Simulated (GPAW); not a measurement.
Runs of GPAW 26.7.0 on CdTe. Symmetry: F-43m, No. 216, cubic system. The conventional cell has a = 6.410 Å, b = 6.410 Å, c = 6.410 Å, α = 90.00°, β = 90.00°, γ = 90.00°. Te (site symmetry -43m) is surrounded by 4 Cd at 2.78 Å. Around Cd (site symmetry -43m) lie 4 Te at 2.78 Å. 

```tsv
task	level	potentials or basis	k mesh	cutoff (eV)	smearing	response ecut	maxiter	response k mesh	response bands	kernels	other keys	gap on the mesh (eV)	pressure (GPa)	V0 of scaled cells (Å³/atom)	B0 (GPa)
wannier90	PBE	GPAW PAW data sets (gpaw-data 1.2.1), other valence, pw	7 × 7 × 7	600	methfessel-paxton 0.01 eV	-	60	-	-	-	several, not listed	0.88	3.0	-	-
single point	PBE	GPAW PAW data sets (gpaw-data 1.2.1), pw	9 × 9 × 9	600	fermi-dirac 0.05 eV	-	80	-	-	-	several, not listed	(c)	3.8	-	-
equation of state	PBE+D3(BJ)	GPAW PAW data sets (gpaw-data 1.2.1), pw	6 × 6 × 6	600	fermi-dirac 0.05 eV	-	150	-	-	-	-	-	-	(b)	41
equation of state	BP86+D4	PAW data sets generated in the run's folder for this functional, pw	6 × 6 × 6	600	fermi-dirac 0.05 eV	-	150	-	-	-	-	-	-	33.24	(a)
```

Alike in all rows: no spin polarisation; cell as given.

Problem. Estimate the missing entries.

Solution. (a) 45; (b) 34.30; (c) 0.87.

Caveats: spin-orbit coupling is left out, which moves the levels of the heavy elements (some runs); this smearing can pin the Fermi level at a band edge (some runs); the Wannier interpolation is poor (some runs).

A k mesh can miss the band edges, and the runs leave out spin-orbit coupling on Cd, Te.

The runs don't all hold the same shells in valence.
